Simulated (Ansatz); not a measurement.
The cell is COD entry 1531230, as deposited and not checked against the literature; nothing was relaxed.

An input for Te: DFT, PBE, all-electron LAPW, scalar-relativistic (Ansatz 0.2.0).

```yaml
crystal:
  lattice:
    - [4.4579994587, 0.0, 0.0]
    - [-2.2289997294, 3.8607407813, 0.0]
    - [0.0, 0.0, 5.925]
  atoms:
    - { symbol: Te, position: [0.745, 0.0, 0.3333333333] }
    - { symbol: Te, position: [0.0, 0.745, 0.6666666667] }
    - { symbol: Te, position: [0.255, 0.255, 0.0] }
kpoints:
  mp_grid: { grid: [9, 9, 6] }
  band_path:
    path:
      - [0.0, 0.0, 0.0]
      - [0.5, 0.0, 0.0]
      - [0.3333333333, 0.3333333333, 0.0]
      - [0.0, 0.0, 0.0]
      - [0.0, 0.0, 0.5]
      - [0.5, 0.0, 0.5]
      - [0.3333333333, 0.3333333333, 0.5]
      - [0.0, 0.0, 0.5]
      - [0.5, 0.0, 0.5]
    npoints: 8
scf:
  occupations: { method: fermi_dirac, width: 0.08 }
hamiltonian:
  xc: pbe
  pseudopotentials: { kind: all_electron, lapw: { basis_error: 0.0005 } }
output:
  forces: true
  stress: true
  eigenvalues: true
  populations: true
  dos: { projected: true, de: 0.2, e_range: [-14, 8] }
```

Set-up and iterations as logged by Ansatz (the results part is left out, to be predicted):

```
Te: projections on atomic orbitals take those of the free atom 1s2 2s2 2p6 3s2 3p6 3d10 4s2 4p6 4d10 5s2 5p4, of charge +0.00 (hamiltonian.pseudopotentials.projection_atoms)
LAPW: plane waves up to 8.449 Å⁻¹, error target 5.0e-4 eV per atom; small_component_spin mean_spin; Te in spheres of 1.394 Å, 24 of its electrons in bands, Dirac shells []
Engine: ansatz 0.2.0
Pseudopotentials: kind: all_electron
Pseudopotential: Te, LAPW, valence charge 24, Koelling and Harmon's equation, gaussian nucleus
Functional definition: PBE
  parameter kappa = 0.804
  parameter beta = 0.06672455060314922
  exchange = pbe_x(kappa = kappa, mu = beta*pi^2/3)
  correlation = pbe_c(beta = beta)
Crystal: 3 atoms, lattice volume = 101.976 Å³
Basis set: ecut = 271.9764010333026 eV, 1005 PW (Γ), exchange–correlation at level 2
Bands: 44, of which v1, the nominal top of the filled ones, is band 36 counted from 1 (35 counted from 0)
Symmetry: 6 space group operations
Space group: P3121 (ITA 152), of the structure as read, at distance tolerance 4.7e-5 Å
k-points: 62 of 486 (time reversal used)
Non-local potential: Te, projectors of the file, none
Initial density: superposition of atomic densities (chi_scale 0.1, normalization cell)
Initial wavefunctions: plane waves of lowest kinetic energy (no species holds an atomic orbital)
Functional: x = pbe(κ = 0.804, μ = 0.2195149727645171), c = pbe(β = 0.06672455060314922)
iter 1 solved again at ethr=1.80e-4 eV; its pass at ethr=1.00e-1 eV (dr2=1.30e-1 eV) is discarded
SCF iter   1: F=—  HF=-554653.041048 eV  |F-HF|=—  |Δ(HF+E_count)|=         —  Δρ=1.29e-2  dr2=1.29e-1  ethr=1.80e-4  ⟨swp⟩=3.0  Hψ=17957  notcnv=0
SCF iter   2: F=—  HF=-554653.022727 eV  |F-HF|=—  |Δ(HF+E_count)|=   1.83e-2  Δρ=7.54e-3  dr2=4.58e-2  ethr=1.80e-4  ⟨swp⟩=2.0  Hψ=7955  notcnv=0
iter 3 solved again at ethr=5.47e-6 eV; its pass at ethr=6.36e-5 eV (dr2=3.94e-3 eV) is discarded
SCF iter   3: F=—  HF=-554653.023661 eV  |F-HF|=—  |Δ(HF+E_count)|=   9.34e-4  Δρ=1.96e-3  dr2=3.94e-3  ethr=5.47e-6  ⟨swp⟩=2.0  Hψ=13525  notcnv=0
SCF iter   4: F=—  HF=-554653.025463 eV  |F-HF|=—  |Δ(HF+E_count)|=         —  Δρ=7.20e-4  dr2=9.17e-4  ethr=5.47e-6  ⟨swp⟩=2.0  Hψ=7961  notcnv=0
the basis was enlarged: its passes take 774.0 KiB over the memory plan, 1 of 1 planned eigensolver slots
SCF iter   5: F=—  HF=-554653.025675 eV  |F-HF|=—  |Δ(HF+E_count)|=   2.12e-4  Δρ=2.03e-4  dr2=7.43e-5  ethr=1.27e-6  ⟨swp⟩=3.0  Hψ=8168  notcnv=0
SCF iter   6: F=—  HF=-554653.025730 eV  |F-HF|=—  |Δ(HF+E_count)|=   5.50e-5  Δρ=1.08e-4  dr2=2.37e-5  ethr=1.03e-7  ⟨swp⟩=3.0  Hψ=8260  notcnv=0
SCF iter   7: F=—  HF=-554653.025749 eV  |F-HF|=—  |Δ(HF+E_count)|=   1.88e-5  Δρ=3.52e-5  dr2=2.53e-6  ethr=3.29e-8  ⟨swp⟩=3.0  Hψ=8402  notcnv=0
SCF iter   8: F=—  HF=-554653.025750 eV  |F-HF|=—  |Δ(HF+E_count)|=   4.33e-7  Δρ=1.83e-5  dr2=5.29e-7  ethr=3.51e-9  ⟨swp⟩=3.0  Hψ=8372  notcnv=0
SCF iter   9: F=-554653.025750 eV  HF=-554653.025750 eV  |F-HF|=2.20e-8  |Δ(HF+E_count)|=   3.45e-7  Δρ=5.69e-6  dr2=4.45e-8  ethr=7.35e-10  ⟨swp⟩=3.0  Hψ=8454  notcnv=0
```

(1) What pressure will this run report?

(2) How large will the largest force be?

(3) Is there a band gap?

Results:

(1) 3.15 GPa (positive in compression).

(2) 0.612 eV/Å.

(3) 0.15 eV, indirect from the line L (0.5, 0, 0.5)–H (0.333, 0.333, 0.5) to H (0.333, 0.333, 0.5) (the direct gap is only 0.02 eV larger) (so small a gap may close at points that the mesh and path miss).
